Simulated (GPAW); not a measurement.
A calculation with GPAW 26.7.0 of BaTiO3 (ASE script, structure typed inline):

run.py

```python
from ase import Atoms
from ase.dft.bandgap import bandgap
from ase.io import write
from ase.units import GPa
from gpaw import GPAW, PW

atoms = Atoms(['Ba', 'Ti', 'O', 'O', 'O'],
              cell=[[3.9998, 0.0, 0.0],
                    [0.0, 3.9998, 0.0],
                    [0.0, 0.0, 4.018]],
              scaled_positions=[[0.0, 0.0, 0.0],
                                [0.5, 0.5, 0.49],
                                [0.0, 0.5, 0.517],
                                [0.5, 0.0, 0.517],
                                [0.5, 0.5, 0.019]],
              pbc=True)

calc = GPAW(mode=PW(650),
            xc='PBE',
            kpts={'size': (6, 6, 6), 'gamma': True},
            occupations={'name': 'fermi-dirac', 'width': 0.05},
            nbands=36,
            maxiter=120,
            txt='gpaw.txt')
atoms.calc = calc
energy = atoms.get_potential_energy()
forces = atoms.get_forces()
stress = atoms.get_stress()
calc.write('gs.gpw')
write('result.traj', atoms)
print(f'Energy: {energy:.6f} eV')
print('Forces (eV/A):')
print(forces.round(4))
print('Stress (GPa):', (stress / GPa).round(3))
print('Fermi level:', round(calc.get_fermi_level(), 4), 'eV')
print(f'Gap: {bandgap(calc)[0]:.4f} eV, direct: {bandgap(calc, direct=True)[0]:.4f} eV')
```

Potentials or basis: GPAW PAW data sets (gpaw-data 1.2.1), pw.

Command:

```bash
$ OMP_NUM_THREADS=1 python run.py
```

Task: Write the same calculation in another form: ASE script, Cartesian positions.

Result: As run:

The input run.py:

```python
from ase.dft.bandgap import bandgap
from ase.io import read, write
from ase.units import GPa
from gpaw import GPAW, PW

atoms = read('BaTiO3.xyz')

calc = GPAW(mode=PW(650),
            xc='PBE',
            kpts={'size': (6, 6, 6), 'gamma': True},
            occupations={'name': 'fermi-dirac', 'width': 0.05},
            nbands=36,
            maxiter=120,
            txt='gpaw.txt')
atoms.calc = calc
energy = atoms.get_potential_energy()
forces = atoms.get_forces()
stress = atoms.get_stress()
calc.write('gs.gpw')
write('result.traj', atoms)
print(f'Energy: {energy:.6f} eV')
print('Forces (eV/A):')
print(forces.round(4))
print('Stress (GPa):', (stress / GPa).round(3))
print('Fermi level:', round(calc.get_fermi_level(), 4), 'eV')
print(f'Gap: {bandgap(calc)[0]:.4f} eV, direct: {bandgap(calc, direct=True)[0]:.4f} eV')
```

Contents of BaTiO3.xyz:

```xyz
5
Lattice="3.9998000000 0.0000000000 0.0000000000 0.0000000000 3.9998000000 0.0000000000 0.0000000000 0.0000000000 4.0180000000" Properties=species:S:1:pos:R:3 pbc="T T T"
Ba     0.0000000000      0.0000000000      0.0000000000
Ti     1.9999000000      1.9999000000      1.9688200000
O      0.0000000000      1.9999000000      2.0773060000
O      1.9999000000      0.0000000000      2.0773060000
O      1.9999000000      1.9999000000      0.0763420000
```

Potentials or basis: GPAW PAW data sets (gpaw-data 1.2.1), pw.

Launch:

```sh
$ OMP_NUM_THREADS=1 python run.py
```

Both were run:

|  | ASE script, structure typed inline | ASE script, Cartesian positions |
| --- | --- | --- |
| Pressure | 1.7 GPa | 1.7 GPa |
| Largest force | 0.249 eV/Å | 0.249 eV/Å |
| Band gap on the k mesh | 1.81 eV, indirect (least direct gap 2.09 eV) | 1.81 eV, indirect (least direct gap 2.09 eV) |

Keys that steer only the numerical path or the files written may differ.

Caveat: the cutoff is short for stress and forces, so pressures can be off by a GPa or more; spin-orbit coupling is left out, which moves the levels of the heavy elements.
